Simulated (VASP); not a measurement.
Set up this calculation in VASP 6.6.1, as the native input.

```
Task                   : single point
Functional             : PBEsol
Potentials or basis    : VASP PAW PBE potentials, release 64 (K_sv, S)
Cutoff                 : 520 eV
k mesh                 : 6 × 6 × 6
Occupations            : gaussian, width 0.5 eV
Spin                   : no spin polarisation
Further INCAR settings : ALGO = Normal; EDIFF = 1e-07
```

The structure of K2S lies in POSCAR:

```
K2S
1.0
    0.0000000000      3.6734200000      3.6734200000
    3.6734200000      0.0000000000      3.6734200000
    3.6734200000      3.6734200000      0.0000000000
K S
2 1
Direct
    0.7500000000      0.7500000000      0.7500000000
    0.2500000000      0.2500000000      0.2500000000
    0.0000000000      0.0000000000      0.0000000000
```

The cell is a database's computed one.

These files were run (other wordings do the same):

INCAR

```
PREC = Accurate ; ENCUT = 520
EDIFF = 1E-7 ; ISMEAR = 0
SIGMA = 0.5 ; LREAL = False
LASPH = True ; NELM = 80
ALGO = Normal ; ISIF = 2
LWAVE = False ; LCHARG = False
GGA = PS
```

KPOINTS

```
regular mesh
0
Gamma
  6 6 6
```

Potentials or basis: VASP PAW PBE potentials, release 64 (K_sv, S).

Command:

```sh
$ cat potpaw_PBE.64/K_sv/POTCAR potpaw_PBE.64/S/POTCAR > POTCAR
$ mpirun -np 1 vasp_std > vasp.out
```

Results of the run:

The pressure is 0.0 GPa. The band gap on the k mesh is 2.34 eV, indirect (least direct gap 2.56 eV).

Caveat: the PAW data sets were made with another functional, which shifts forces and pressure a little.

Run time: 22 s on 1 thread of Intel(R) Xeon(R) Platinum 8559C (Emerald Rapids), on a shared host, peak memory 0.24 GiB.
